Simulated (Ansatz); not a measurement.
# Nb(100) / 3 layers Li(100) / Nb(100): resistance against film thickness, part 2 of 2

How does the resistance across the layers grow with the film in Nb(100) / 3 layers Li(100) / Nb(100)?

Ansatz 0.2.0; Ansatz plane-wave DFT, PBEsol, PAW files; ballistic transport by layer matching (Landauer), zero bias; PAW set soft_1.

So far. Step 2 (With 3 layers): The lead's potential steps by 11 meV from period to period, small in itself. The program estimates the junction's conductance to 6.5 % from the k-mesh, 1.3 % from the leads' distance from neutral and 9.2 % from their steps.

## Step 3: With 5 layers, film layers 5

The stack now holds 5 film layers; the k-mesh follows the cell, and the energies span -0.27 to 0.27 eV.

System of this step: Nb(100) / 5 layers Li(100) / Nb(100). The cell holds 16 atoms: 11 Nb and 5 Li. Cell: a = 3.306 Å, b = 3.306 Å, c = 28.074 Å, α = 90.0°, β = 90.0°, γ = 90.0°. It derives from Nb and Li. Regions: lead, 11 atoms (11 Nb); films, 5 atoms (5 Li). The structure is stacked along c, and the current runs across the ab planes.

File input.yaml:

```yaml
crystal:
  lattice:
    - [3.3063, 0.0, 0.0]
    - [0.0, 3.3063, 0.0]
    - [0.0, 0.0, 28.0742071348]
  atoms:
    - { symbol: Nb, position: [0.0, 0.0, 0.0294425056] }
    - { symbol: Nb, position: [0.5, 0.5, 0.0883275167] }
    - { symbol: Nb, position: [0.0, 0.0, 0.1472125279] }
    - { symbol: Nb, position: [0.5, 0.5, 0.206097539] }
    - { symbol: Nb, position: [0.0, 0.0, 0.2649825501] }
    - { symbol: Li, position: [0.5, 0.5, 0.3296515435] }
    - { symbol: Li, position: [0.0, 0.0, 0.4001045189] }
    - { symbol: Li, position: [0.5, 0.5, 0.4705574944] }
    - { symbol: Li, position: [0.0, 0.0, 0.5410104699] }
    - { symbol: Li, position: [0.5, 0.5, 0.6114634454] }
    - { symbol: Nb, position: [0.0, 0.0, 0.6761324387] }
    - { symbol: Nb, position: [0.5, 0.5, 0.7350174499] }
    - { symbol: Nb, position: [0.0, 0.0, 0.793902461] }
    - { symbol: Nb, position: [0.5, 0.5, 0.8527874721] }
    - { symbol: Nb, position: [0.0, 0.0, 0.9116724833] }
    - { symbol: Nb, position: [0.5, 0.5, 0.9705574944] }
kpoints:
  mp_grid: { grid: [11, 11, 1] }
hamiltonian:
  xc: pbesol
  pseudopotentials: { kind: paw, azcp: { folder: soft_1 }, xc_functional: pbe }
scf:
  occupations: { method: fermi_dirac, width: 0.1 }
output:
  transmission:
    leads: [[0, 1]]
    kmesh: [22, 22]
    e_range: [-0.27, 0.27]
    de: 0.036
  write_potential: true
  write_density: true
  volumetric_format: npy
```

Command:

```sh
$ ansatz run input.yaml --threads 4 --pin off --max-ram 8192MiB --backend cpu --events-out ev --progress --plain --runs-dir out
```

Numbers of over 12 decimals in the logs are rounded to 6 here.

What it wrote:

```text
[...]
Crystal: 16 atoms, lattice volume = 306.897 Å³
Basis set: ecut = 420 eV, 6061 PW (Γ)
Bands: 95, of which v1, the nominal top of the filled ones, is band 79 counted from 1 (78 counted from 0)
Symmetry: 16 space group operations
[...]
k-points: 21 of 121
[...]
--- Transmission ---
  basis      : 97 plane waves across, 46 finite elements along
  points     : 78, standing for a mesh of 22 x 22
[...]
filled         : 19.3 meV over the level at which it is neutral
    channels       : 2.708678e0 a spin
[...]
junction   : crystal 0 to crystal 0, -0.70 to 25.72 Å
    transmission   : 6.073306e-1 a spin
[...]
resistance     : 1.7751e-3 Ω µm² beyond half of each lead's own
[key lines of the parts left out:]
SCF converged after 12 iterations
Free energy (F): -50463.438360 eV
Fermi energy:    11.682566 eV
```

Elapsed: 2.1 min, on 4 threads of Intel Xeon Platinum 8488C (Sapphire Rapids), shared host; peak memory 1.1 GiB; 7.1 min of CPU time.

This step gave:

| Quantity | Value |
| --- | --- |
| free energy | -50463.4384 eV |
| energy at zero smearing | -50463.1222 eV |
| Fermi energy | 11.68 eV |
| step of the lead's potential | 15 meV |
| ballistic conductance of the lead | 1.92e15 S/m² |
| estimated errors of the lead's conductance | 0, 3.6, 1.7 % (band edges, k-mesh, distance from neutral) |
| lead conductance per cell | 2.702 G₀ |
| conductance of the junction | 4.35e14 S/m² |
| junction conductance per cell | 0.6142 G₀ |
| estimated errors of the junction's conductance | 0.1, 0, 7.9, 15.9, 2.1 % (energy step, band edges, k-mesh, leads' steps, distance from neutral) |
| area resistance that the stack adds (contact term taken off, spin by spin) | 1.775 fΩ m² |

Per spin. Transmission, zone mean against energy, zero at the Fermi level:

```
energy (eV)  transmission, zone mean
     -0.270                    0.630
     -0.234                    0.671
     -0.198                    0.682
     -0.162                    0.696
     -0.126                    0.659
     -0.090                    0.649
     -0.054                    0.659
     -0.018                    0.636
      0.018                    0.607
      0.054                    0.562
      0.090                    0.533
      0.126                    0.496
      0.162                    0.468
      0.198                    0.432
      0.234                    0.423
      0.270                    0.413
```

The conductance of the junction is 4.4e14 S/m², 4.8 % under the 4.6e14 S/m² of the last finished run, within the error estimates, leads' steps apart, of 6.5 and 7.9 %. The estimate from the leads' steps, 16 %, is larger still.

## Step 4: With 6 layers, film layers 6

The stack now holds 6 film layers; the k-mesh follows the cell, and the energies span -0.27 to 0.27 eV.

System of this step: Nb(100) / 6 layers Li(100) / Nb(100). The cell holds 16 atoms: 10 Nb and 6 Li. Its edges and angles: a = 3.306 Å, b = 3.306 Å, c = 28.399 Å, α = 90.0°, β = 90.0°, γ = 90.0°. It derives from Nb and Li. Regions: lead, 10 atoms (10 Nb); films, 6 atoms (6 Li). The structure is stacked along c, and the current runs across the ab planes.

input.yaml, the sections that differ from step 3:

```yaml
crystal:
  lattice:
    - [3.3063, 0.0, 0.0]
    - [0.0, 3.3063, 0.0]
    - [0.0, 0.0, 28.3989685617]
  atoms:
    - { symbol: Nb, position: [0.0, 0.0, 0.0291058106] }
    - { symbol: Nb, position: [0.5, 0.5, 0.0873174318] }
    - { symbol: Nb, position: [0.0, 0.0, 0.145529053] }
    - { symbol: Nb, position: [0.5, 0.5, 0.2037406742] }
    - { symbol: Nb, position: [0.0, 0.0, 0.2619522953] }
    - { symbol: Li, position: [0.5, 0.5, 0.3258817549] }
    - { symbol: Li, position: [0.0, 0.0, 0.395529053] }
    - { symbol: Li, position: [0.5, 0.5, 0.465176351] }
    - { symbol: Li, position: [0.0, 0.0, 0.534823649] }
    - { symbol: Li, position: [0.5, 0.5, 0.604470947] }
    - { symbol: Li, position: [0.0, 0.0, 0.6741182451] }
    - { symbol: Nb, position: [0.5, 0.5, 0.7380477047] }
    - { symbol: Nb, position: [0.0, 0.0, 0.7962593258] }
    - { symbol: Nb, position: [0.5, 0.5, 0.854470947] }
    - { symbol: Nb, position: [0.0, 0.0, 0.9126825682] }
    - { symbol: Nb, position: [0.5, 0.5, 0.9708941894] }
# kpoints, hamiltonian, scf, output: as in step 3
```

What it wrote:

```text
[...]
Crystal: 16 atoms, lattice volume = 310.447 Å³
Basis set: ecut = 420 eV, 6111 PW (Γ)
Bands: 90, of which v1, the nominal top of the filled ones, is band 74 counted from 1 (73 counted from 0)
Symmetry: 16 space group operations
[...]
k-points: 21 of 121
[...]
--- Transmission ---
  basis      : 97 plane waves across, 46 finite elements along
  points     : 78, standing for a mesh of 22 x 22
[...]
filled         : 14.7 meV over the level at which it is neutral
    channels       : 2.708678e0 a spin
[...]
junction   : crystal 0 to crystal 0, 0.70 to 27.44 Å
    transmission   : 5.402158e-1 a spin
[...]
resistance     : 1.9952e-3 Ω µm² beyond half of each lead's own
[key lines of the parts left out:]
SCF converged after 12 iterations
Free energy (F): -46170.944350 eV
Fermi energy:    10.581754 eV
```

Elapsed: 2.3 min, on 4 threads; peak memory 1.1 GiB.

Numbers from this step:

| Quantity | Value |
| --- | --- |
| free energy | -46170.9444 eV |
| energy at zero smearing | -46170.6384 eV |
| Fermi energy | 10.58 eV |
| step of the lead's potential | 18.5 meV |
| estimated errors of the lead's conductance | 0, 3.6, 1.3 % (band edges, k-mesh, distance from neutral) |
| lead conductance per cell | 2.714 G₀ |
| conductance of the junction | 3.98e14 S/m² |
| junction conductance per cell | 0.5610 G₀ |
| estimated errors of the junction's conductance | 0.1, 0.5, 11.5, 538.2, 1.7 % (energy step, band edges, k-mesh, leads' steps, distance from neutral) |
| area resistance that the stack adds (contact term taken off, spin by spin) | 1.995 fΩ m² |

Per spin. The transmission, zone mean by energy, zero at the Fermi level:

| energy (eV) | transmission, zone mean |
| --- | --- |
| -0.270 | 0.575 |
| -0.234 | 0.609 |
| -0.198 | 0.630 |
| -0.162 | 0.630 |
| -0.126 | 0.635 |
| -0.090 | 0.612 |
| -0.054 | 0.606 |
| -0.018 | 0.569 |
| 0.018 | 0.540 |
| 0.054 | 0.525 |
| 0.090 | 0.547 |
| 0.126 | 0.479 |
| 0.162 | 0.466 |
| 0.198 | 0.460 |
| 0.234 | 0.459 |
| 0.270 | 0.430 |

The conductance of the junction is 4.0e14 S/m², 8.7 % under the 4.4e14 S/m² of the last finished run, within the error estimates, leads' steps apart, of 7.9 and 12 %. The estimate from the leads' steps, 538 %, is larger still.

## Step 5: With 8 layers, film layers 8

The stack now holds 8 film layers; the k-mesh follows the cell, and the energies span -0.27 to 0.27 eV.

System of this step: Nb(100) / 8 layers Li(100) / Nb(100). The cell holds 18 atoms: 10 Nb and 8 Li. Cell: a = 3.306 Å, b = 3.306 Å, c = 32.355 Å, α = 90.0°, β = 90.0°, γ = 90.0°. It derives from Nb and Li. Regions: lead, 10 atoms (10 Nb); films, 8 atoms (8 Li). The structure is stacked along c, and the current runs across the ab planes.

input.yaml, the sections that differ from step 4:

```yaml
crystal:
  lattice:
    - [3.3063, 0.0, 0.0]
    - [0.0, 3.3063, 0.0]
    - [0.0, 0.0, 32.3547914157]
  atoms:
    - { symbol: Nb, position: [0.0, 0.0, 0.0255472208] }
    - { symbol: Nb, position: [0.5, 0.5, 0.0766416624] }
    - { symbol: Nb, position: [0.0, 0.0, 0.127736104] }
    - { symbol: Nb, position: [0.5, 0.5, 0.1788305455] }
    - { symbol: Nb, position: [0.0, 0.0, 0.2299249871] }
    - { symbol: Li, position: [0.5, 0.5, 0.2860381819] }
    - { symbol: Li, position: [0.0, 0.0, 0.34717013] }
    - { symbol: Li, position: [0.5, 0.5, 0.408302078] }
    - { symbol: Li, position: [0.0, 0.0, 0.469434026] }
    - { symbol: Li, position: [0.5, 0.5, 0.530565974] }
    - { symbol: Li, position: [0.0, 0.0, 0.591697922] }
    - { symbol: Li, position: [0.5, 0.5, 0.65282987] }
    - { symbol: Li, position: [0.0, 0.0, 0.7139618181] }
    - { symbol: Nb, position: [0.5, 0.5, 0.7700750129] }
    - { symbol: Nb, position: [0.0, 0.0, 0.8211694545] }
    - { symbol: Nb, position: [0.5, 0.5, 0.872263896] }
    - { symbol: Nb, position: [0.0, 0.0, 0.9233583376] }
    - { symbol: Nb, position: [0.5, 0.5, 0.9744527792] }
# kpoints, hamiltonian, scf, output: as in step 4
```

What it wrote:

```text
[...]
Crystal: 18 atoms, lattice volume = 353.690 Å³
Basis set: ecut = 420 eV, 6989 PW (Γ)
Bands: 95, of which v1, the nominal top of the filled ones, is band 77 counted from 1 (76 counted from 0)
Symmetry: 16 space group operations
[...]
k-points: 21 of 121
[...]
--- Transmission ---
  basis      : 97 plane waves across, 52 finite elements along
  points     : 78, standing for a mesh of 22 x 22
[...]
filled         : 15.3 meV over the level at which it is neutral
    channels       : 2.708678e0 a spin
[...]
junction   : crystal 0 to crystal 0, 0.70 to 31.40 Å
    transmission   : 6.041788e-1 a spin
[...]
resistance     : 1.8581e-3 Ω µm² beyond half of each lead's own
[key lines of the parts left out:]
SCF converged after 11 iterations
Free energy (F): -46576.951090 eV
Fermi energy:    9.384156 eV
```

The job ended after 2.5 min (4 threads; peak memory 1.3 GiB; 8.4 min of CPU time).

Numbers from this step:

```yaml
free_energy: -46576.9511 eV
energy_at_zero_smearing: -46576.6335 eV
fermi_energy: 9.384 eV
step_of_the_lead_s_potential: 18.2 meV
lead_conductance_per_cell: 2.712 G₀
conductance_of_the_junction: 4.20e14 S/m²
junction_conductance_per_cell: 0.5932 G₀
estimated_errors_of_the_junction_s_conductance: 0.5, 1.1, 8.9, 21.2, 1.8 % (energy step, band edges, k-mesh, leads' steps, distance from neutral)
area_resistance_that_the_stack_adds_contact_term_taken_off_spin_by_spin: 1.858 fΩ m²
```

Per spin. Table of transmission, zone mean by energy, zero at the Fermi level:

```csv
energy (eV),"transmission, zone mean"
-0.270,0.591
-0.234,0.630
-0.198,0.682
-0.162,0.689
-0.126,0.682
-0.090,0.648
-0.054,0.640
-0.018,0.608
0.018,0.604
0.054,0.556
0.090,0.509
0.126,0.475
0.162,0.462
0.198,0.422
0.234,0.388
0.270,0.376
```

The conductance of the junction is 4.2e14 S/m², 5.8 % over the 4.0e14 S/m² of the last finished run, within the error estimates, leads' steps apart, of 12 and 8.9 %. The estimate from the leads' steps, 21 %, is larger still.

## Step 6: With 10 layers, film layers 10

The stack now holds 10 film layers; the k-mesh follows the cell, and the energies span -0.27 to 0.27 eV.

System of this step: Nb(100) / 10 layers Li(100) / Nb(100). The cell holds 20 atoms: 10 Nb and 10 Li. Cell: a = 3.306 Å, b = 3.306 Å, c = 36.311 Å, α = 90.0°, β = 90.0°, γ = 90.0°. It derives from Nb and Li. Regions: lead, 10 atoms (10 Nb); films, 10 atoms (10 Li). The structure is stacked along c, and the current runs across the ab planes.

input.yaml, the sections that differ from step 5:

```yaml
crystal:
  lattice:
    - [3.3063, 0.0, 0.0]
    - [0.0, 3.3063, 0.0]
    - [0.0, 0.0, 36.3106142696]
  atoms:
    - { symbol: Nb, position: [0.0, 0.0, 0.0227640049] }
    - { symbol: Nb, position: [0.5, 0.5, 0.0682920146] }
    - { symbol: Nb, position: [0.0, 0.0, 0.1138200243] }
    - { symbol: Nb, position: [0.5, 0.5, 0.1593480341] }
    - { symbol: Nb, position: [0.0, 0.0, 0.2048760438] }
    - { symbol: Li, position: [0.5, 0.5, 0.2548760438] }
    - { symbol: Li, position: [0.0, 0.0, 0.3093480341] }
    - { symbol: Li, position: [0.5, 0.5, 0.3638200243] }
    - { symbol: Li, position: [0.0, 0.0, 0.4182920146] }
    - { symbol: Li, position: [0.5, 0.5, 0.4727640049] }
    - { symbol: Li, position: [0.0, 0.0, 0.5272359951] }
    - { symbol: Li, position: [0.5, 0.5, 0.5817079854] }
    - { symbol: Li, position: [0.0, 0.0, 0.6361799757] }
    - { symbol: Li, position: [0.5, 0.5, 0.6906519659] }
    - { symbol: Li, position: [0.0, 0.0, 0.7451239562] }
    - { symbol: Nb, position: [0.5, 0.5, 0.7951239562] }
    - { symbol: Nb, position: [0.0, 0.0, 0.8406519659] }
    - { symbol: Nb, position: [0.5, 0.5, 0.8861799757] }
    - { symbol: Nb, position: [0.0, 0.0, 0.9317079854] }
    - { symbol: Nb, position: [0.5, 0.5, 0.9772359951] }
# kpoints, hamiltonian, scf, output: as in step 5
```

What it wrote:

```text
[...]
Crystal: 20 atoms, lattice volume = 396.934 Å³
Basis set: ecut = 420 eV, 7809 PW (Γ)
Bands: 100, of which v1, the nominal top of the filled ones, is band 80 counted from 1 (79 counted from 0)
Symmetry: 16 space group operations
[...]
k-points: 21 of 121
[...]
--- Transmission ---
  basis      : 97 plane waves across, 56 finite elements along
  points     : 78, standing for a mesh of 22 x 22
[...]
filled         : 16.0 meV over the level at which it is neutral
    channels       : 2.708678e0 a spin
[...]
junction   : crystal 0 to crystal 0, 0.70 to 35.36 Å
    transmission   : 5.462610e-1 a spin
[...]
resistance     : 1.9981e-3 Ω µm² beyond half of each lead's own
[key lines of the parts left out:]
SCF converged after 11 iterations
Free energy (F): -46982.957440 eV
Fermi energy:    8.449834 eV
```

Elapsed: 2.9 min, on 4 threads; peak memory 1.4 GiB.

Numbers from this step:

| Property | Result |
| --- | --- |
| free energy | -46982.9574 eV |
| energy at zero smearing | -46982.6239 eV |
| Fermi energy | 8.450 eV |
| step of the lead's potential | 18.3 meV |
| estimated errors of the lead's conductance | 0, 3.6, 1.4 % (band edges, k-mesh, distance from neutral) |
| lead conductance per cell | 2.710 G₀ |
| conductance of the junction | 3.97e14 S/m² |
| junction conductance per cell | 0.5602 G₀ |
| estimated errors of the junction's conductance | 0.2, 0, 11.2, 54.3, 2.3 % (energy step, band edges, k-mesh, leads' steps, distance from neutral) |
| area resistance that the stack adds (contact term taken off, spin by spin) | 1.998 fΩ m² |

Per spin. Transmission, zone mean against energy, zero at the Fermi level:

```csv
energy (eV),"transmission, zone mean"
-0.270,0.606
-0.234,0.669
-0.198,0.699
-0.162,0.671
-0.126,0.623
-0.090,0.605
-0.054,0.609
-0.018,0.589
0.018,0.546
0.054,0.507
0.090,0.484
0.126,0.473
0.162,0.448
0.198,0.433
0.234,0.413
0.270,0.384
```

The conductance of the junction is 4.0e14 S/m², 5.6 % under the 4.2e14 S/m² of the last finished run, within the error estimates, leads' steps apart, of 8.9 and 11 %. The estimate from the leads' steps, 54 %, is larger still.

## Step 7: All levels side by side

Times are for 4 threads of Intel Xeon Platinum 8488C (Sapphire Rapids), shared host. Results by setting:

```
no.  film layers  area resistance that the stack adds (contact term taken off, spin by spin) (fΩ m²)  conductance of the junction (S/m²)     time  memory (GiB)
  1            3                                                                               1.667                             4.57e14    4 min           1.0
  2            5                                                                               1.775                             4.35e14  2.1 min           1.1
  3            6                                                                               1.995                             3.98e14  2.3 min           1.1
  4            8                                                                               1.858                             4.20e14  2.5 min           1.3
  5           10                                                                               1.998                             3.97e14  2.9 min           1.4
```

## Step 8: Outcome

* area resistance, 3 layers: 1.67 fΩ m²
* area resistance, 5 layers: 1.78 fΩ m²
* area resistance, 6 layers: 2.00 fΩ m²
* area resistance, 8 layers: 1.86 fΩ m²
* area resistance, 10 layers: 2.00 fΩ m²

The stack adds 1.7 fΩ m² with 3 layers and 2.0 fΩ m² with 10. From 5 layers on no step exceeds the two runs' error estimates together, as expected where only the two interfaces scatter; half the mean, 0.95 fΩ m², is a rough coherent figure for one interface. Atoms sit on ideal sites and aren't relaxed. The program's error estimates for the conductances, leads' steps apart, run from 6.5 to 12 %. The program's estimate of the error from the leads' steps alone runs to 538 %, although the steps are small; only longer leads would test it. Li(100) is compressed by 5.8 % in plane to fit Nb(100), at its own atomic volume. 1 further run is left out: refused by the program, or repeats without effect or without named leads.

[Logs are printed without paths, hosts, clocks, repeated set-up lines and the standing remarks that a program may print on its own settings, such as how far it seeks lower states.]

[Hosts, paths, dates, database ids (printed as entryN), source tags and the programs' standing remarks are cut or masked in the printed files.]
